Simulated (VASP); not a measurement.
# Ga2O3 (C2/m) in VASP: notebook

Runs on Ga2O3. Level: PBE. Tasks: single point.

Program: VASP 6.6.1. These are calculated values, not measurements. Logs are shortened: lines on timing, memory, paths and dates and some standing lists are left out, and cuts for length are marked.

## (1) The crystal as given

The structure is monoclinic, space group C2/m (No. 12). The conventional cell has a = 12.214 Å, b = 3.037 Å, c = 5.798 Å, α = 90.00°, β = 103.83°, γ = 90.00°. Around Ga (site symmetry m) lie 6 O at 1.94 to 2.07 Å. Around Ga (site symmetry m) lie 4 O at 1.83 to 1.86 Å. Around O (site symmetry m) lie 3 Ga at 1.83 to 1.94 Å. O (site symmetry m) is surrounded by 4 Ga at 1.86 to 2.07 Å. O (site symmetry m) is surrounded by 3 Ga at 1.83 to 1.94 Å.

## (2) Single point, PBE

The input, INCAR:

```
PREC = Low
ENCUT = 520
EDIFF = 1E-7
ISMEAR = 0
SIGMA = 0.05
LREAL = F
LASPH = T
NELM = 100
ALGO = Normal
ISIF = 2
LWAVE = F
LCHARG = F
GGA = PE
ADDGRID = F
```

The input, KPOINTS:

```
Automatic mesh
0
Gamma
  8 8 4
```

The input, POSCAR:

```
Ga2O3
1.0
    6.1070000000     -1.5185500000      0.0000000000
    6.1070000000      1.5185500000      0.0000000000
   -1.3859888959      0.0000000000      5.6300087380
Ga O
4 6
Direct
    0.3413400000      0.3413400000      0.6859800000
    0.6586600000      0.6586600000      0.3140200000
    0.9095000000      0.9095000000      0.2054000000
    0.0905000000      0.0905000000      0.7946000000
    0.5041000000      0.5041000000      0.7434000000
    0.4959000000      0.4959000000      0.2566000000
    0.8267000000      0.8267000000      0.4368000000
    0.1733000000      0.1733000000      0.5632000000
    0.8355000000      0.8355000000      0.8902000000
    0.1645000000      0.1645000000      0.1098000000
```

Potentials or basis: VASP PAW PBE potentials, release 64 (Ga_d, O).

Started as:

```bash
> cat potpaw_PBE.64/Ga_d/POTCAR potpaw_PBE.64/O/POTCAR > POTCAR
> mpirun -np 1 vasp_std > vasp.out
```

OUTCAR:

```text
PREC = Low
   ENCUT = 520
   EDIFF = 1E-7
   ISMEAR = 0
   LREAL = F
   LASPH = T
   NELM = 100
   ISIF = 2
   GGA = PE

 Found     78 irreducible k-points:

 Following reciprocal coordinates:
            Coordinates               Weight
  0.000000  0.000000  0.000000      1.000000
  0.125000  0.000000  0.000000      4.000000
  0.250000  0.000000  0.000000      4.000000
  0.375000  0.000000  0.000000      4.000000
  0.500000  0.000000  0.000000      2.000000
  0.125000  0.125000  0.000000      2.000000
   k-points           NKPTS =     78   k-points in BZ     NKDIM =     78   number of bands    NBANDS=     52
   number of dos      NEDOS =    301   number of ions     NIONS =     10
   total plane-waves  NPLWV =  41472
   dimension x,y,z NGX =    36 NGY =   36 NGZ =   32
   dimension x,y,z NGXF=    40 NGYF=   40 NGZF=   36
   ions per type =               4   6
   NGX,Y,Z   is equivalent  to a cutoff of   9.51,  9.51,  9.18 a.u.
   NGXF,Y,Z  is equivalent  to a cutoff of  10.57, 10.57, 10.32 a.u.
 SYSTEM =  unknown system
   PREC   = low       normal or accurate (medium, high low for compatibility)
   ISTART =      0    job   : 0-new  1-cont  2-samecut
   ICHARG =      2    charge: 1-file 2-atom 10-const
   ISPIN  =      1    spin polarized calculation?
   LNONCOLLINEAR =      F non collinear calculations
   LSORBIT =      F    spin-orbit coupling
   LASPH  =      T    aspherical Exc in radial PAW
   ENCUT  =  520.0 eV  38.22 Ry    6.18 a.u.  11.70 11.70 10.78*2*pi/ulx,y,z
   NELM   =    100;   NELMIN=  2; NELMDL= -5     # of ELM steps
   EDIFF  = 0.1E-06   stopping-criterion for ELM
   LREAL  =      F    real-space projection
   EDIFFG = 0.1E-05   stopping-criterion for IOM
   NSW    =      0    number of steps for IOM
   IBRION =     -1    ionic relax: 0-MD 1-quasi-New 2-CG
   NFREE  =      0    steps in history (QN), initial steepest desc. (CG)
   ISIF   =      2    stress and relaxation
   ISYM   =      2    0-nonsym 1-usesym 2-fastsym
   POTIM  = 0.5000    time-step for ionic-motion
   TEBEG  =    0.0;   TEEND  =   0.0 temperature during run
   PSTRESS=    0.0 pullay stress
   NELECT =      88.0000    total number of electrons
   NUPDOWN=      -1.0000    fix difference up-down
   EMIN   =  10.00;   EMAX   =-10.00  energy-range for DOS
   EFERMI =   0.00;   METHOD = LEGACY
   ISMEAR =     0;   SIGMA  =   0.05  broadening in eV -4-tet -1-fermi 0-gaus
   EFERMI_NEDOS =   21; number of points for ismear=-14 and -15
   IALGO  =     38    algorithm
   IMIX   =      4    mixing-type and parameters
     AMIX     =   0.40;   BMIX     =  1.00
     AMIX_MAG =   1.60;   BMIX_MAG =  1.00
  volume/ion in A,a.u.               =      10.44        70.47
  Fermi-wavevector in a.u.,A,eV,Ry     =   1.546335  2.922150 32.533613  2.391153
  Thomas-Fermi vector in A             =   2.651586
   LORBIT       =      0    0 simple, 1 ext, 2 COOP (PROOUT), +10 PAW based schemes
   GGA     = PE    functional components
   LHFCALC =     F    Hartree Fock is set to
   AEXX    =    0.0000 exact exchange contribution
   IVDW    =     0    specifies the selected vdW correction
   LEPSILON=     F    determine dielectric tensor
   LRPA    =     F    only Hartree local field effects (RPA)
 non-spin polarized calculation
 Gauss-broadening in eV      SIGMA  =   0.05
  energy-cutoff  :      520.00
  volume of cell :      104.42
 maximum number of plane-waves:      2846
   NGX = 23   NGY = 23   NGZ = 21

 number of electron      88.0000044 magnetization

 Free energy of the ion-electron system (eV)
  ---------------------------------------------------
  ext. energy  EPLUGINS =         0.00000000
  ---------------------------------------------------
  free energy    TOTEN  =       -59.52280607 eV

  energy without entropy =      -59.52280607  energy(sigma->0) =      -59.52280607

 E-fermi :   4.1123     XC(G=0): -11.6412

 val. band max:        3.8986080699   @ k =   0.5000   0.3750   0.5000
 cond. band min:       6.3233160066   @ k =   0.0000   0.0000   0.0000
 fundamental gap:      2.4247079367
 Fermi energy:         4.1122719665

 k-point     1 :       0.0000    0.0000    0.0000
  band No.  band energies     occupation
      1     -15.0562      2.00000
      2     -13.8888      2.00000
      3     -13.8549      2.00000
      4     -13.7329      2.00000
      5     -13.2602      2.00000
      6     -13.2454      2.00000
[... 44 lines left out ...]
     51      13.3151      0.00000
     52      13.3921      0.00000

 k-point     2 :       0.1250    0.0000    0.0000
  band No.  band energies     occupation
      1     -14.9344      2.00000
      2     -13.8599      2.00000
      3     -13.8387      2.00000
      4     -13.6510      2.00000
      5     -13.2632      2.00000
      6     -13.2458      2.00000
[... 44 lines left out ...]
     51      13.3588      0.00000
     52      13.7926      0.00000

 k-point     3 :       0.2500    0.0000    0.0000
  band No.  band energies     occupation
      1     -14.6052      2.00000
      2     -13.8111      2.00000
      3     -13.7271      2.00000
      4     -13.5300      2.00000
      5     -13.2647      2.00000
      6     -13.2467      2.00000
[... 44 lines left out ...]
     51      13.6658      0.00000
     52      14.1941      0.00000

 k-point     4 :       0.3750    0.0000    0.0000
  band No.  band energies     occupation
      1     -14.1818      2.00000
      2     -13.7389      2.00000
      3     -13.6270      2.00000
      4     -13.5086      2.00000
      5     -13.2484      2.00000
      6     -13.2461      2.00000
[... 44 lines left out ...]
     51      13.6014      0.00000
     52      14.0423      0.00000

 k-point     5 :       0.5000    0.0000    0.0000
  band No.  band energies     occupation
      1     -13.9012      2.00000
      2     -13.7288      2.00000
      3     -13.6400      2.00000
      4     -13.5261      2.00000
      5     -13.2463      2.00000
      6     -13.2371      2.00000
[... 44 lines left out ...]
     51      13.8938      0.00000
     52      14.3853      0.00000

 k-point     6 :       0.1250    0.1250    0.0000
  band No.  band energies     occupation
      1     -15.0271      2.00000
      2     -13.9900      2.00000
      3     -13.8844      2.00000
      4     -13.6350      2.00000
      5     -13.2631      2.00000
      6     -13.2448      2.00000
[... 44 lines left out ...]
     51      13.2137      0.00000
     52      13.5661      0.00000

 [... further k-points ...]

------------------------ aborting loop because EDIFF is reached ----------------------------------------

  FORCE on cell =-STRESS in cart. coord.  units (eV):
  Direction    XX          YY          ZZ          XY          YZ          ZX
  --------------------------------------------------------------------------------------
  -------------------------------------------------------------------------------------
  Total        6.6352275      7.1693793      6.3214105      0.0000000      0.0000000      0.1165047
  in kB      101.8052838    110.0008544     96.9903425      0.0000000      0.0000000      1.7875487
  external PRESSURE =     102.9321602 kB  Pullay stress =       0.0000000 kB

 VOLUME and BASIS-vectors are now :
 -----------------------------------------------------------------------------
  energy-cutoff  :      520.00
  volume of cell :      104.42
      direct lattice vectors                 reciprocal lattice vectors
     6.107000000 -1.518550000  0.000000000     0.081873260 -0.329261467  0.020155462
     6.107000000  1.518550000  0.000000000     0.081873260  0.329261467  0.020155462
    -1.385988896  0.000000000  5.630008738     0.000000000  0.000000000  0.177619618

 POSITION                                       TOTAL-FORCE (eV/Angst)
 -----------------------------------------------------------------------------------
      3.21837      0.00000      3.86207         0.091281      0.000000     -0.059104
      7.60965      0.00000      1.76794        -0.091281      0.000000      0.059104
     10.82395      0.00000      1.15640        -0.099541      0.000000     -0.071401
      0.00406      0.00000      4.47360         0.099541      0.000000      0.071401
      5.12673      0.00000      4.18535        -0.150409      0.000000     -0.048000
      5.70128      0.00000      1.44466         0.150409      0.000000      0.048000
      9.49191      0.00000      2.45919         0.037655      0.000000      0.047073
      1.33610      0.00000      3.17082        -0.037655      0.000000     -0.047073
      8.97099      0.00000      5.01183        -0.235803      0.000000      0.098873
      1.85702      0.00000      0.61817         0.235803      0.000000     -0.098873
 -----------------------------------------------------------------------------------
    total drift:                               -0.000000      0.000000      0.000000

  FREE ENERGIE OF THE ION-ELECTRON SYSTEM (eV)
  ---------------------------------------------------
  free  energy   TOTEN  =       -59.5228060699 eV

  energy  without entropy=      -59.5228060699  energy(sigma->0) =      -59.52280607
```

Wall time 3.2 min (1 thread of AMD EPYC 9R45 (Zen 5), shared host); peak memory 0.33 GiB.

These settings aren't checked as converged: the numbers below hold their error.

What came out:

* Free energy: -59.5228 eV
* Pressure: 10.3 GPa
* Largest force: 0.256 eV/Å
* Band gap on the k mesh: 2.42 eV, indirect (least direct gap 2.45 eV)

## (3) Single point, PBE

Changes to INCAR since step 2:

```diff
@@ -1,2 +1,2 @@
-PREC = Low
+PREC = Accurate
 ENCUT = 520
@@ -5,3 +5,3 @@
 SIGMA = 0.05
-LREAL = F
+LREAL = Auto
 LASPH = T
```

KPOINTS is that of step 2.

POSCAR is that of step 2.

Potentials or basis: VASP PAW PBE potentials, release 64 (Ga_d, O).

Started as:

```bash
> cat potpaw_PBE.64/Ga_d/POTCAR potpaw_PBE.64/O/POTCAR > POTCAR
> mpirun -np 1 vasp_std > vasp.out
```

Wall time 13 min (1 thread of AMD EPYC 9R45 (Zen 5), shared host); peak memory 0.45 GiB.

These settings aren't checked as converged: the numbers below hold their error.

What came out:

| Property | Result |
| --- | --- |
| Free energy | -59.5082 eV |
| Pressure | 10.2 GPa |
| Largest force | 0.245 eV/Å |
| Band gap on the k mesh | 2.42 eV, indirect (least direct gap 2.44 eV) |

## (4) Single point, PBE

The input, INCAR:

```
PREC = Accurate
ENCUT = 460
EDIFF = 1E-7
ISMEAR = 0
SIGMA = 0.05
LREAL = F
LASPH = T
NELM = 100
ALGO = Normal
ISIF = 2
LWAVE = F
LCHARG = F
GGA = PE
ADDGRID = F
```

The input, KPOINTS:

```
Automatic mesh
0
Gamma
  9 9 5
```

POSCAR is that of step 3.

Started as:

```bash
> cat potpaw_PBE.64/Ga_d/POTCAR potpaw_PBE.64/O/POTCAR > POTCAR
> mpirun -np 1 vasp_std > vasp.out
```

Wall time 10 min (1 thread of AMD EPYC 9R45 (Zen 5), shared host); peak memory 0.52 GiB.

These settings aren't checked as converged: the numbers below hold their error.

What came out:

```
Free energy            : -59.5227 eV
Pressure               : 9.3 GPa
Largest force          : 0.244 eV/Å
Band gap on the k mesh : 2.42 eV, indirect (least direct gap 2.44 eV)
```

Caveat: the cutoff is under 1.25 times the usual one of these potentials, so pressure, stress and relaxed cells hold a basis-set (Pulay) error; an odd mesh through Γ misses points on the zone boundary, where band edges often lie.

## (5) Single point, PBE

The input, INCAR:

```
PREC     = Accurate       # precision mode
ENCUT    = 900            # plane-wave cutoff, eV
EDIFF    = 1E-8           # SCF threshold, eV
ISMEAR   = 0              # smearing method
SIGMA    = 0.05           # smearing width, eV
LREAL    = F              # projectors in reciprocal space
LASPH    = T              # aspherical terms in the spheres
NELM     = 100            # most SCF steps
ALGO     = Normal         # electronic algorithm
ISIF     = 2              # what is computed and relaxed
LWAVE    = F              # write WAVECAR
LCHARG   = F              # write CHGCAR
GGA      = PE             # functional
ADDGRID  = F
```

KPOINTS is that of step 4.

The input, POSCAR:

```
Ga2O3
1.0
    6.1070000000     -1.5185500000      0.0000000000
    6.1070000000      1.5185500000      0.0000000000
   -1.3859888959      0.0000000000      5.6300087380
Ga O
4 6
Direct
    0.3327620000      0.3473140000      0.6840170000
    0.6575090000      0.6590030000      0.3209010000
    0.9124810000      0.8975890000      0.2049230000
    0.0739470000      0.0859800000      0.7841720000
    0.5128030000      0.4948910000      0.7332920000
    0.4636610000      0.5300250000      0.2629140000
    0.7930910000      0.8604120000      0.4477810000
    0.1612420000      0.1790550000      0.5600650000
    0.8344730000      0.8312750000      0.8842730000
    0.1704950000      0.1666160000      0.0987420000
```

Started as:

```bash
> cat potpaw_PBE.64/Ga_d/POTCAR potpaw_PBE.64/O/POTCAR > POTCAR
> mpirun -np 1 vasp_std > vasp.out
```

Run time: 87 min. Hardware: 1 thread of Intel Xeon 6975P-C (Granite Rapids), shared host; peak memory 1.7 GiB.

Results (log left out):

- Free energy: -59.1046 eV
- Pressure: 10.6 GPa
- Largest force: 2.955 eV/Å
- Band gap on the k mesh: 2.23 eV, indirect (least direct gap 2.39 eV)

Forces in eV/Å, atoms in the order of the input:
```
Ga  -0.394  0.021  0.266
Ga   0.138  0.131 -0.985
Ga  -0.226  1.832 -0.330
Ga   2.303 -1.330  1.289
O   -1.740  1.520 -0.205
O   -0.303 -1.993 -0.366
O    0.408 -0.664 -0.952
O    0.003  0.030  0.009
O    0.199  0.267  0.935
O   -0.388  0.186  0.339
```

Stress tensor (GPa, compression positive):
```
10.98 -4.55  0.78
-4.55 13.89 -1.16
 0.78 -1.16  6.98
```

Levels at points of the mesh, in eV from the valence-band top:
```
           k point  band 41  band 42  band 43  band 44  band 45  band 46  band 47  band 48
(0.00, 0.00, 0.00)    -0.62    -0.42    -0.35    -0.15     2.23     5.41     6.43     6.64
```

Caveat: an odd mesh through Γ misses points on the zone boundary, where band edges often lie.

## (6) Single point, PBE

The input, INCAR:

```
SYSTEM = Ga2O3
PREC = Accurate ; ENCUT = 520
EDIFF = 1E-6 ; ISMEAR = 0
SIGMA = 0.013000000000000001 ; LREAL = .FALSE.
LASPH = .TRUE. ; NELM = 60
ALGO = Normal ; ISIF = 2
LWAVE = .FALSE. ; LCHARG = .FALSE.
GGA = PE
```

The input, KPOINTS:

```
regular mesh
0
G
  9 9 5
  0 0 0
```

The input, POSCAR:

```
Ga2O3
1.0
    6.1070000000     -1.5185500000      0.0000000000
    6.1070000000      1.5185500000      0.0000000000
   -1.3859888959      0.0000000000      5.6300087380
Ga O
4 6
Direct
    0.3413400000      0.3413400000      0.6859800000
    0.6586600000      0.6586600000      0.3140200000
    0.9095000000      0.9095000000      0.2054000000
    0.0905000000      0.0905000000      0.7946000000
    0.5041000000      0.5041000000      0.7434000000
    0.4959000000      0.4959000000      0.2566000000
    0.8267000000      0.8267000000      0.4368000000
    0.1733000000      0.1733000000      0.5632000000
    0.8355000000      0.8355000000      0.8902000000
    0.1645000000      0.1645000000      0.1098000000
```

Potentials or basis: VASP PAW PBE potentials, release 64 (Ga_d, O).

Started as:

```bash
> cat potpaw_PBE.64/Ga_d/POTCAR potpaw_PBE.64/O/POTCAR > POTCAR
> mpirun -np 1 vasp_std > vasp.out
```

Run time: 11 min. Hardware: 1 thread of Intel Xeon 6975P-C (Granite Rapids), shared host; peak memory 0.61 GiB.

The run converged. Its results:

```
Free energy            : -59.5044 eV
Pressure               : 10.2 GPa
Largest force          : 0.245 eV/Å
Band gap on the k mesh : 2.42 eV, indirect (least direct gap 2.44 eV)
```

Forces in eV/Å, atoms in the order of the input:
```
Ga   0.033  0.000 -0.059
Ga  -0.033  0.000  0.059
Ga  -0.109  0.000 -0.069
Ga   0.109  0.000  0.069
O   -0.164  0.000 -0.057
O    0.164  0.000  0.057
O    0.032  0.000  0.049
O   -0.032  0.000 -0.049
O   -0.223  0.000  0.100
O    0.223  0.000 -0.100
```

Stress tensor (GPa, compression positive):
```
 9.95  0.00  0.17
 0.00 10.98  0.00
 0.17  0.00  9.68
```

Levels at points of the mesh, in eV from the valence-band top:
| k point | band 41 | band 42 | band 43 | band 44 | band 45 | band 46 | band 47 | band 48 |
| --- | --- | --- | --- | --- | --- | --- | --- | --- |
| (0.00, 0.00, 0.00) | -0.66 | -0.47 | -0.28 | -0.02 | 2.42 | 5.73 | 6.76 | 6.79 |

Caveat: an odd mesh through Γ misses points on the zone boundary, where band edges often lie.
